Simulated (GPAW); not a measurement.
# Near-edge structure at the Ga K edge of GaN (P6_3mc)

Aim: the dependence of the Ga K near-edge features of GaN (P6_3mc) on volume.

Method: X-ray absorption from dipole matrix elements to empty bands, plane-wave PAW revPBE, in GPAW 26.7.0.

Most raw output is cut from this account.

The database entry behind the starting cell differs from later determinations by our own check (about 0.3 % short, ideal inner coordinate), so it need not match the best structure at ambient conditions.

**1. Starting point**

The structure is hexagonal, space group P6_3mc (No. 186). Conventional cell: a = 3.180 Å, b = 3.180 Å, c = 5.166 Å, α = 90.00°, β = 90.00°, γ = 120.00°. Nearest to Ga lie 4 N at 1.94 to 1.95 Å. Nearest to N lie 4 Ga at 1.94 to 1.95 Å. Farther neighbours and most contacts between anions are not listed.

**2. The field without a hole**

The ground state comes first: it tells whether the system has a gap, which decides how the excited electron is treated.

Contents of scf.py:

```python
import numpy as np
from ase import Atoms
from ase.parallel import parprint, paropen
from gpaw import GPAW, PW, FermiDirac, Mixer, MixerDif, setup_paths
from gpaw.test import gen
setup_paths.insert(0, '.')
gen('Ga', name='nch1s', xcname='revPBE', corehole=(1, 0, 0), write_xml=True)
from gpaw.mpi import world
world.barrier()

atoms = Atoms('Ga2N2',
    cell=[[3.18, 0, 0],
     [-1.59, 2.75396078, 0],
     [0, 0, 5.166]],
    scaled_positions=[[0.66666667, 0.33333333, 0.5],
     [0.33333333, 0.66666667, 0],
     [0.66666667, 0.33333333, 0.875],
     [0.33333333, 0.66666667, 0.375]],
    pbc=True)
atoms.calc = calc = GPAW(legacy_gpaw=True, mode=PW(500, force_complex_dtype=True), xc='revPBE', setups={0: 'nch1s'},
    kpts={'size': (9, 9, 5), 'gamma': True}, occupations=FermiDirac(0.05),
    charge=0, mixer=Mixer(0.1, 5, 50), maxiter=150,
    convergence={'density': 0.0001, 'eigenstates': 1e-6}, txt='scf.txt')
energy = atoms.get_potential_energy() + calc.get_reference_energy()
ef = calc.get_fermi_level()
out = dict(energy=energy, fermi=ef, forces=atoms.get_forces().tolist())
parprint(f'all-electron energy {energy:.4f} eV, Fermi level {ef:.4f} eV')
ev = np.array([[calc.get_eigenvalues(k, s) for k in range(len(calc.get_ibz_k_points()))] for s in range(calc.get_number_of_spins())])
out['homo'], out['lumo'], out['counts'] = ev[ev < ef].max(), ev[ev > ef].min(), sorted(set((ev < ef).sum((0, 2)).tolist()))
out['filled'] = (ev[:, 0] < ef).sum(1).tolist()
import json
with paropen('out.json', 'w') as f:
    json.dump(out, f)
```

Launch:

```console
$ OMP_NUM_THREADS=1 mpirun -n 4 gpaw python scf.py
```

Elapsed: 25 s, on 4 MPI ranks of Intel Xeon Platinum 8259CL at 2.50GHz (Skylake/Cascade Lake), shared host; peak memory 0.19 GiB.

The mesh shows a gap of 1.96 eV, so the hole is first treated in a charged cell, without the excited electron.

**3. Reference energy of the supercell**

The photon energy needs a difference of total energies, so the cell and mesh of the coming hole run are first run without a hole.

Edit scf.py of step 2 so:

```diff
@@ -10,13 +10,21 @@
 
-atoms = Atoms('Ga2N2',
-    cell=[[3.18, 0, 0],
-     [-1.59, 2.75396078, 0],
-     [0, 0, 5.166]],
-    scaled_positions=[[0.66666667, 0.33333333, 0.5],
+atoms = Atoms('Ga6N6',
+    cell=[[0, -5.50792157, 0],
+     [4.77, -2.75396078, 0],
+     [-1.59, 2.75396078, 5.166]],
+    scaled_positions=[[0.83333333, 0.5, 0.5],
+     [0.16666667, 0.83333333, 0.5],
+     [0.5, 0.16666667, 0.5],
+     [0.66666667, 0, 0],
+     [0, 0.33333333, 0],
      [0.33333333, 0.66666667, 0],
-     [0.66666667, 0.33333333, 0.875],
-     [0.33333333, 0.66666667, 0.375]],
+     [0.95833333, 0.625, 0.875],
+     [0.29166667, 0.95833333, 0.875],
+     [0.625, 0.29166667, 0.875],
+     [0.79166667, 0.125, 0.375],
+     [0.125, 0.45833333, 0.375],
+     [0.45833333, 0.79166667, 0.375]],
     pbc=True)
 atoms.calc = calc = GPAW(legacy_gpaw=True, mode=PW(500, force_complex_dtype=True), xc='revPBE', setups={0: 'nch1s'},
-    kpts={'size': (9, 9, 5), 'gamma': True}, occupations=FermiDirac(0.05),
+    kpts={'size': (4, 4, 4), 'gamma': True}, occupations=FermiDirac(0.02),
     charge=0, mixer=Mixer(0.1, 5, 50), maxiter=150,
```

It took 47 s on 4 MPI ranks; peak memory 0.27 GiB.

Reference energy: -326297.374 eV with the cores included.

**4. Spectrum with FCH, Ga atom 1**

The holes are 5.5 Å apart. In GPAW the data set carries the hole's charge, so charge=0 means a charged cell and charge=-1 a neutral one. The excited electron is left out and a uniform background balances the charge. After the field has converged, empty bands are computed with the density fixed and the dipole matrix elements are summed.

The absorber has 1 N at 1.94 Å and 3 N at 1.95 Å (tetrahedral, site symmetry 3m).

Contents of xas.py:

```python
import numpy as np
from ase import Atoms
from ase.parallel import parprint, paropen
from gpaw import GPAW, PW, FermiDirac, Mixer, MixerDif, setup_paths
from gpaw.test import gen
setup_paths.insert(0, '.')
gen('Ga', name='fch1s', xcname='revPBE', corehole=(1, 0, 1), write_xml=True)
from gpaw.mpi import world
world.barrier()

atoms = Atoms('Ga6N6',
    cell=[[0, -5.50792157, 0],
     [4.77, -2.75396078, 0],
     [-1.59, 2.75396078, 5.166]],
    scaled_positions=[[0.83333333, 0.5, 0.5],
     [0.16666667, 0.83333333, 0.5],
     [0.5, 0.16666667, 0.5],
     [0.66666667, 0, 0],
     [0, 0.33333333, 0],
     [0.33333333, 0.66666667, 0],
     [0.95833333, 0.625, 0.875],
     [0.29166667, 0.95833333, 0.875],
     [0.625, 0.29166667, 0.875],
     [0.79166667, 0.125, 0.375],
     [0.125, 0.45833333, 0.375],
     [0.45833333, 0.79166667, 0.375]],
    pbc=True)
atoms.calc = calc = GPAW(legacy_gpaw=True, mode=PW(500, force_complex_dtype=True), xc='revPBE', setups={0: 'fch1s'},
    kpts={'size': (4, 4, 4), 'gamma': True}, occupations=FermiDirac(0.02),
    charge=0, mixer=Mixer(0.1, 5, 50), maxiter=150,
    convergence={'density': 0.0001, 'eigenstates': 1e-6}, txt='scf.txt')
energy = atoms.get_potential_energy() + calc.get_reference_energy()
ef = calc.get_fermi_level()
out = dict(energy=energy, fermi=ef, forces=atoms.get_forces().tolist())
parprint(f'all-electron energy {energy:.4f} eV, Fermi level {ef:.4f} eV')
ev = np.array([[calc.get_eigenvalues(k, s) for k in range(len(calc.get_ibz_k_points()))] for s in range(calc.get_number_of_spins())])
out['homo'], out['lumo'], out['counts'] = ev[ev < ef].max(), ev[ev > ef].min(), sorted(set((ev < ef).sum((0, 2)).tolist()))
out['filled'] = (ev[:, 0] < ef).sum(1).tolist()

from ase.units import Ha
from gpaw.xas import dipole_matrix_elements
nb = int(calc.get_number_of_electrons() / 2) + 84
top, nb = nb, nb + 8 + nb // 12
nscf = calc.fixed_density(kpts={'size': (5, 5, 5), 'gamma': True}, nbands=nb,
    convergence={'bands': top, 'eigenstates': 5e-3}, maxiter=60, txt='nscf.txt')
cell = atoms.cell.array
ops = [cell.T @ U.T @ np.linalg.inv(cell.T) for U in nscf.wfs.kd.symmetry.op_scc]
filled = [24]  # bands filled in the ground state, by spin
E = np.arange(-6, 34, 0.1)
fwhm = np.interp(E, [4, 25], [1.82, 3.5])
Y, X, zero, highest = 0, 0, 1e9, 1e9
for spin in range(nscf.get_number_of_spins()):
    wfs = nscf.wfs
    mine = wfs.bd.get_slice()  # this rank's bands
    A = dipole_matrix_elements(wfs.setups[0])
    eps = np.zeros((wfs.kd.nibzkpts, nb))
    d = np.zeros((3, A.shape[1], wfs.kd.nibzkpts, nb), complex)
    for kpt in wfs.kpt_u:
        if kpt.s == spin and 0 in kpt.P_ani:
            eps[kpt.k, mine] = kpt.eps_n * Ha
            d[:, :, kpt.k, mine] = (kpt.weight * wfs.nspins / 2) ** 0.5 * np.inner(A, kpt.P_ani[0])
    world.sum(eps)
    world.sum(d)
    T = np.einsum('amkn,bmkn->abkn', d, d.conj()).real
    T = sum(np.einsum('ai,ijkn,bj->abkn', R, T, R) for R in ops) / len(ops)
    empty = np.ones_like(eps, bool) & (np.arange(nb) >= filled[spin])
    zero, highest = min(zero, eps[empty].min()), min(highest, eps[:, top - 1].min())
    lines = [(eps, T, empty)] if spin == 0 else lines + [(eps, T, empty)]
for eps, T, empty in lines:
    f = np.einsum('aakn->akn', T).reshape(3, -1)
    x = eps.ravel() - zero
    w = np.interp(x, E, fwhm) / 2.35482
    g = np.exp(-0.5 * ((E[:, None] - x) / w) ** 2) / (w * (2 * np.pi) ** 0.5)
    Y = Y + (f * empty.ravel()) @ g.T
    X = X + (f * ~empty.ravel()) @ g.T
out.update(E=E.round(2).tolist(), xas=Y.tolist(), xes=X.tolist(), zero=zero, valid=highest - zero, nk=len(eps), nb=nb)
for i in range(0, len(E), 10):
    parprint(f'{E[i]:7.2f}', *(f'{v:10.3e}' for v in Y[:, i]))
import json
with paropen('out.json', 'w') as f:
    json.dump(out, f)
```

Launch:

```console
$ OMP_NUM_THREADS=1 mpirun -n 4 gpaw python xas.py
```

Elapsed: 2.4 min, on 4 MPI ranks; peak memory 0.47 GiB; 9.5 min of CPU time.

The Ga K spectrum, Ga atom 1, full core hole (charged cell) (energy from the lowest empty level; intensity scaled to a mean of 1 over the first 20 eV; polarised curves are means over the symmetry-equivalent atoms):

```
E (eV)  isotropic  ε ⊥ c  ε ∥ c
 -2.00       0.00   0.00   0.00
 -1.25       0.00   0.00   0.00
 -0.50       0.00   0.00   0.00
  0.25       0.01   0.01   0.01
  1.00       0.06   0.06   0.05
  1.75       0.26   0.28   0.22
  2.50       0.69   0.73   0.60
  3.25       1.14   1.18   1.06
  4.00       1.27   1.26   1.31
  4.75       1.18   1.09   1.38
  5.50       1.24   1.06   1.60
  6.25       1.41   1.21   1.81
  7.00       1.67   1.60   1.79
  7.75       2.02   2.23   1.60
  8.50       2.01   2.40   1.23
  9.25       1.57   1.92   0.89
 10.00       1.17   1.33   0.85
 10.75       1.05   1.01   1.13
 11.50       1.04   0.88   1.36
 12.25       0.92   0.75   1.26
 13.00       0.73   0.62   0.95
 13.75       0.60   0.53   0.73
 14.50       0.56   0.50   0.69
 15.25       0.62   0.54   0.76
 16.00       0.72   0.64   0.88
 16.75       0.83   0.75   0.99
 17.50       0.92   0.86   1.04
 18.25       0.99   0.96   1.03
 19.00       1.02   1.05   0.95
 19.75       1.00   1.08   0.83
 20.50       0.94   1.04   0.75
 21.25       0.89   0.98   0.72
 22.00       0.84   0.91   0.72
 22.75       0.80   0.83   0.73
 23.50       0.77   0.77   0.76
 24.25       0.76   0.72   0.83
 25.00       0.78   0.71   0.92
 25.75       0.81   0.72   1.00
 26.50       0.84   0.75   1.03
 27.25       0.85   0.78   0.98
 28.00       0.83   0.81   0.87
```

Main maxima below 28 eV (height): 3.8 eV (1.28), 8.2 eV (2.09), 19.0 eV (1.02) and 27.0 eV (0.85). A K edge sees empty p states on the absorber.

The energy difference (zero at 10402 eV) isn't read as a photon energy: for so heavy an absorber the terms left out (the hole's spin, the functional's error) amount to tens of eV or more.

**5. Supercell without a hole, the energy reference**

The cell changes for the next run, so it gets a reference energy of its own.

The cell differs from the one that the last finished run ended in (a 5.508 → 5.395 Å, b 5.508 → 5.395 Å, c 6.066 → 5.942 Å).

Edit scf.py of step 3 so:

```diff
@@ -11,5 +11,5 @@
 atoms = Atoms('Ga6N6',
-    cell=[[0, -5.50792157, 0],
-     [4.77, -2.75396078, 0],
-     [-1.59, 2.75396078, 5.166]],
+    cell=[[0, -5.39548346, 0],
+     [4.67262574, -2.69774173, 0],
+     [-1.55754191, 2.69774173, 5.06054184]],
     scaled_positions=[[0.83333333, 0.5, 0.5],
```

Launch:

```console
$ OMP_NUM_THREADS=1 mpirun -n 4 gpaw python scf.py
```

Wall time 36 s (4 MPI ranks); peak memory 0.26 GiB.

Reference energy: -326295.963 eV with the cores included.

**6. Spectrum with FCH, Ga atom 1**

Shorter bonds are expected to push antibonding states and scattering resonances up, and longer ones down; the cell is scaled to test that.

Changed against the first core-hole run: volume scale from 1 to 0.94.

Edit xas.py of step 4 so:

```diff
@@ -11,5 +11,5 @@
 atoms = Atoms('Ga6N6',
-    cell=[[0, -5.50792157, 0],
-     [4.77, -2.75396078, 0],
-     [-1.59, 2.75396078, 5.166]],
+    cell=[[0, -5.39548346, 0],
+     [4.67262574, -2.69774173, 0],
+     [-1.55754191, 2.69774173, 5.06054184]],
     scaled_positions=[[0.83333333, 0.5, 0.5],
@@ -41,3 +41,3 @@
 from gpaw.xas import dipole_matrix_elements
-nb = int(calc.get_number_of_electrons() / 2) + 84
+nb = int(calc.get_number_of_electrons() / 2) + 79
 top, nb = nb, nb + 8 + nb // 12
```

Launch:

```console
$ OMP_NUM_THREADS=1 mpirun -n 4 gpaw python xas.py
```

It took 2.2 min on 4 MPI ranks; peak memory 0.44 GiB; 8.7 min of CPU time.

```
E (eV)  first run  this run
  -2.0       0.00      0.00
  -1.0       0.00      0.00
   0.0       0.00      0.01
   1.0       0.06      0.09
   2.0       0.38      0.51
   3.0       1.01      1.11
   4.0       1.27      1.19
   5.0       1.18      1.09
   6.0       1.35      1.27
   7.0       1.67      1.63
   8.0       2.08      2.06
   9.0       1.74      1.72
  10.0       1.17      1.15
  11.0       1.05      1.07
  12.0       0.98      1.08
  13.0       0.73      0.85
  14.0       0.57      0.62
  15.0       0.59      0.58
  16.0       0.72      0.68
  17.0       0.86      0.81
  18.0       0.97      0.91
  19.0       1.02      0.98
  20.0       0.98      1.00
  21.0       0.91      0.96
  22.0       0.84      0.90
  23.0       0.78      0.85
  24.0       0.76      0.80
  25.0       0.78      0.81
  26.0       0.82      0.86
  27.0       0.85      0.91
```

The scaled spectrum changes by 6 % r.m.s. The highest intensity below 24 eV stays at 8.2 eV.

The photon energy of the zero moves by +0.27 eV.

**7. Supercell without a hole, the energy reference**

The cell differs from the one that the last finished run ended in (a 5.395 → 5.452 Å, b 5.395 → 5.452 Å, c 5.942 → 6.005 Å).

Edit scf.py of step 5 so:

```diff
@@ -11,5 +11,5 @@
 atoms = Atoms('Ga6N6',
-    cell=[[0, -5.39548346, 0],
-     [4.67262574, -2.69774173, 0],
-     [-1.55754191, 2.69774173, 5.06054184]],
+    cell=[[0, -5.45228219, 0],
+     [4.72181489, -2.7261411, 0],
+     [-1.5739383, 2.7261411, 5.11381461]],
     scaled_positions=[[0.83333333, 0.5, 0.5],
```

Launch:

```console
$ OMP_NUM_THREADS=1 mpirun -n 4 gpaw python scf.py
```

Elapsed: 42 s, on 4 MPI ranks; peak memory 0.26 GiB; 2.8 min of CPU time.

Reference energy: -326296.779 eV with the cores included.

**8. Spectrum with FCH, Ga atom 1**

Changed against the first core-hole run: volume scale from 1 to 0.97.

Edit xas.py of step 6 so:

```diff
@@ -11,5 +11,5 @@
 atoms = Atoms('Ga6N6',
-    cell=[[0, -5.39548346, 0],
-     [4.67262574, -2.69774173, 0],
-     [-1.55754191, 2.69774173, 5.06054184]],
+    cell=[[0, -5.45228219, 0],
+     [4.72181489, -2.7261411, 0],
+     [-1.5739383, 2.7261411, 5.11381461]],
     scaled_positions=[[0.83333333, 0.5, 0.5],
@@ -41,3 +41,3 @@
 from gpaw.xas import dipole_matrix_elements
-nb = int(calc.get_number_of_electrons() / 2) + 79
+nb = int(calc.get_number_of_electrons() / 2) + 81
 top, nb = nb, nb + 8 + nb // 12
```

Launch:

```console
$ OMP_NUM_THREADS=1 mpirun -n 4 gpaw python xas.py
```

The job ended after 2.3 min (4 MPI ranks; peak memory 0.45 GiB; 9 min of CPU time).

```
E (eV)  first run  this run
  -2.0       0.00      0.00
  -1.0       0.00      0.00
   0.0       0.00      0.01
   1.0       0.06      0.07
   2.0       0.38      0.44
   3.0       1.01      1.07
   4.0       1.27      1.24
   5.0       1.18      1.13
   6.0       1.35      1.31
   7.0       1.67      1.65
   8.0       2.08      2.07
   9.0       1.74      1.73
  10.0       1.17      1.16
  11.0       1.05      1.06
  12.0       0.98      1.03
  13.0       0.73      0.79
  14.0       0.57      0.59
  15.0       0.59      0.58
  16.0       0.72      0.70
  17.0       0.86      0.84
  18.0       0.97      0.94
  19.0       1.02      1.00
  20.0       0.98      0.99
  21.0       0.91      0.94
  22.0       0.84      0.87
  23.0       0.78      0.81
  24.0       0.76      0.78
  25.0       0.78      0.79
  26.0       0.82      0.84
  27.0       0.85      0.88
  28.0       0.83      0.87
```

The scaled spectrum changes by 3 % r.m.s. The highest intensity below 24 eV stays at 8.2 eV.

The photon energy of the zero moves by +0.13 eV.

**9. Supercell without a hole, the energy reference**

The cell differs from the one that the last finished run ended in (a 5.452 → 5.562 Å, b 5.452 → 5.562 Å, c 6.005 → 6.126 Å).

Edit scf.py of step 7 so:

```diff
@@ -11,5 +11,5 @@
 atoms = Atoms('Ga6N6',
-    cell=[[0, -5.45228219, 0],
-     [4.72181489, -2.7261411, 0],
-     [-1.5739383, 2.7261411, 5.11381461]],
+    cell=[[0, -5.56245899, 0],
+     [4.81723079, -2.7812295, 0],
+     [-1.6057436, 2.7812295, 5.21715184]],
     scaled_positions=[[0.83333333, 0.5, 0.5],
```

Launch:

```console
$ OMP_NUM_THREADS=1 mpirun -n 4 gpaw python scf.py
```

Run time: 47 s. Hardware: 4 MPI ranks; peak memory 0.27 GiB.

Reference energy: -326297.777 eV with the cores included.

**10. Spectrum with FCH, Ga atom 1**

Changed against the first core-hole run: volume scale from 1 to 1.03.

Edit xas.py of step 8 so:

```diff
@@ -11,5 +11,5 @@
 atoms = Atoms('Ga6N6',
-    cell=[[0, -5.45228219, 0],
-     [4.72181489, -2.7261411, 0],
-     [-1.5739383, 2.7261411, 5.11381461]],
+    cell=[[0, -5.56245899, 0],
+     [4.81723079, -2.7812295, 0],
+     [-1.6057436, 2.7812295, 5.21715184]],
     scaled_positions=[[0.83333333, 0.5, 0.5],
@@ -41,3 +41,3 @@
 from gpaw.xas import dipole_matrix_elements
-nb = int(calc.get_number_of_electrons() / 2) + 81
+nb = int(calc.get_number_of_electrons() / 2) + 86
 top, nb = nb, nb + 8 + nb // 12
```

Launch:

```console
$ OMP_NUM_THREADS=1 mpirun -n 4 gpaw python xas.py
```

Wall time 2.3 min (4 MPI ranks); peak memory 0.47 GiB.

```
E (eV)  first run  this run
  -2.0       0.00      0.00
  -1.0       0.00      0.00
   0.0       0.00      0.00
   1.0       0.06      0.05
   2.0       0.38      0.33
   3.0       1.01      0.96
   4.0       1.27      1.29
   5.0       1.18      1.23
   6.0       1.35      1.40
   7.0       1.67      1.69
   8.0       2.08      2.09
   9.0       1.74      1.76
  10.0       1.17      1.18
  11.0       1.05      1.03
  12.0       0.98      0.92
  13.0       0.73      0.69
  14.0       0.57      0.56
  15.0       0.59      0.60
  16.0       0.72      0.74
  17.0       0.86      0.89
  18.0       0.97      0.99
  19.0       1.02      1.02
  20.0       0.98      0.96
  21.0       0.91      0.88
  22.0       0.84      0.81
  23.0       0.78      0.76
  24.0       0.76      0.74
  25.0       0.78      0.76
  26.0       0.82      0.80
  27.0       0.85      0.82
  28.0       0.83      0.80
```

The scaled spectrum changes by 3 % r.m.s. The highest intensity below 24 eV stays at 8.2 eV.

The photon energy of the zero moves by -0.13 eV.

**11. Supercell without a hole, the energy reference**

The cell differs from the one that the last finished run ended in (a 5.562 → 5.616 Å, b 5.562 → 5.616 Å, c 6.126 → 6.185 Å).

Edit scf.py of step 9 so:

```diff
@@ -11,5 +11,5 @@
 atoms = Atoms('Ga6N6',
-    cell=[[0, -5.56245899, 0],
-     [4.81723079, -2.7812295, 0],
-     [-1.6057436, 2.7812295, 5.21715184]],
+    cell=[[0, -5.61594746, 0],
+     [4.86355316, -2.80797373, 0],
+     [-1.62118439, 2.80797373, 5.26731984]],
     scaled_positions=[[0.83333333, 0.5, 0.5],
```

Launch:

```console
$ OMP_NUM_THREADS=1 mpirun -n 4 gpaw python scf.py
```

Run time: 52 s. Hardware: 4 MPI ranks; peak memory 0.27 GiB; 3.4 min of CPU time.

Reference energy: -326297.986 eV with the cores included.

(Continued in part 2 of 2.)

[Logs are printed without paths, hosts, clocks, repeated set-up lines and the standing remarks that a program may print on its own settings, such as how far it seeks lower states.]

[Hosts, paths, dates, database ids (printed as entryN), source tags and the programs' standing remarks are cut or masked in the printed files.]

[Lists of maxima count a maximum above −3 eV only where it reaches 4 % of the highest in the window and stands out from its surroundings by 2 % of it (1.5 % where it reaches 55 %); shoulders and weaker maxima are passed over, and of the rest the first, up to two pre-edge ones and the few strongest are named.]
